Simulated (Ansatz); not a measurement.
# SiC: checking dH/dP = V

The calculation used DFT PBE, scalar-relativistic, plane waves, PAW (Ansatz 0.2.0). Run with 420 eV cutoff, 12×12×6 k-mesh, Gaussian smearing of 0.02 eV, no spin polarisation.

Reference structure (relaxed):

```yaml
crystal:
  lattice:
    - [3.09194, 0.00000, 0.00000]
    - [-1.54597, 2.67770, 0.00000]
    - [0.00000, 0.00000, 5.07429]
  atoms:
    - { symbol: Si, position: [0.33333, 0.66667, 0.49958] }
    - { symbol: Si, position: [0.66667, 0.33333, 0.99958] }
    - { symbol: C, position: [0.33333, 0.66667, 0.87542] }
    - { symbol: C, position: [0.66667, 0.33333, 0.37542] }
```

Cell and atoms were relaxed at each target pressure within the start's symmetry (P6_3mc), at zero temperature; other phases can be more stable under pressure. H = E + PV with P the target; E is the free energy at the smearing used, whose derivative the pressure is, per atom and counted from zero pressure.

```
P (GPa) V (Å³/atom) E − E0 (meV) H − H0 (meV)
      0       10.503           0.0           0.0
      1       10.453           0.1          65.4
      4       10.314           2.3         259.8
     12        9.981          18.8         766.3
     25        9.532          70.0        1557.4
     50        8.869         222.5        2990.3
     90        8.117         545.2        5104.9
```

**Question.** Thermodynamics gives dH/dP = V along a relaxed path. Integrate V over P by the trapezoid rule and compare with the computed enthalpies.

**Answer.** With 1 eV/Å³ = 160.22 GPa, each step adds the mean volume times ΔP / 160.22:
| P (GPa) | ∫V dP (meV) | H − H0 (meV) | difference (meV) |
| --- | --- | --- | --- |
| 1 | 65.4 | 65.4 | 0.0 |
| 4 | 259.8 | 259.8 | 0.0 |
| 12 | 766.5 | 766.3 | 0.2 |
| 25 | 1558.2 | 1557.4 | 0.8 |
| 50 | 2993.8 | 2990.3 | 3.5 |
| 90 | 5114.2 | 5104.9 | 9.2 |

V(P) curves upward, so the trapezoid rule runs high; integrating a smooth curve through the same points puts that excess at about 9.4 meV at 90 GPa, against the 9.2 meV found.

**Question.** At 90 GPa, how much of the enthalpy change is stored energy and how much is the PV term?

**Answer.** E rises by 545 meV/atom and PV is 90 × 8.117 / 160.22 = 4560 meV/atom, so PV makes 89 % of ΔH. So between rival structures at high pressure a small difference in volume can outweigh the difference in energy: 1 % of this volume is worth 45.6 meV/atom at this pressure.

**Question.** What bulk modulus do the lowest pressures give?

**Answer.** From the pressures that the runs reached, -1.01 GPa (10.553 Å³) and 1.02 GPa (10.453 Å³), B = −ΔP/Δln V = 2.03 / 0.0095 = 213 GPa, a mean over that range.

**Question.** The gap is 2.316 eV at -1.01 GPa and 2.298 eV at 1.02 GPa. What pressure coefficient and volume deformation potential follow?

**Answer.** dE_g/dP = -8.8 meV/GPa, and a_V = dE_g/d ln V = −B dE_g/dP = 1.88 eV. A gap that closes or barely moves under pressure is usual where the conduction edge lies away from the zone centre, has d character, or where the bands broaden faster than they shift. If the edges move to other points of the zone within the range, this is a mean of two slopes. Gaps are Kohn–Sham gaps over the whole zone.